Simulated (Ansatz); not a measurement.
GaSb under changes of volume

One of the cells (28.625 Å³/atom); the others are scaled copies at fixed shape and fractional positions:

```xyz
2
Lattice="0.0000 3.0590 3.0590 3.0590 0.0000 3.0590 3.0590 3.0590 0.0000" Properties=species:S:1:pos:R:3 pbc="T T T"
Sb    4.5885    4.5885    4.5885
Ga    0.0000    0.0000    0.0000
```

- Program: Ansatz 0.2.0
- Functional: PBE
- Potentials or basis: Ansatz PAW
- Cutoff: 420 eV (not typed: the program's choice for these potentials)
- k mesh: 8 × 8 × 8
- Occupations: fermi-dirac, width 0.05 eV
- Spin: no spin polarisation

| volume (Å³/atom) | energy over the lowest point (meV/atom) | pressure (GPa) | gap on the mesh (eV) |
| --- | --- | --- | --- |
| 26.907 | 54.07 | 6.3 | 0.48 |
| 27.480 | ? | ? | ? |
| 28.052 | 19.70 | 3.5 | 0.18 |
| 28.625 | 9.39 | 2.3 | none |
| 29.197 | 2.93 | 1.3 | none |
| 29.770 | 0.00 | 0.4 | none |
| 30.342 | 0.29 | -0.5 | none |

Q: What does the run at 27.480 Å³/atom give?

A: Energy over the lowest point 34.39 meV/atom; pressure 4.8 GPa; gap on the mesh 0.33 eV.

Worked out: A Birch-Murnaghan fit of order 3 (a polynomial in V^(-2/3)) to the other rows has its minimum at 30.00 Å³/atom with B0 = V·E''(V) = 44 GPa and B' = 4.6. It gives 34.44 meV/atom at 27.480 Å³/atom, against the run's 34.39, and -dE/dV = 4.8 GPa, against 4.8.

Energies are extrapolated to zero smearing.

Caveats: spin-orbit coupling is left out, which moves the levels of the heavy elements (some runs).

A mesh can miss the band edges.

A gap of «none» marks a metal or a gap under the smearing width.
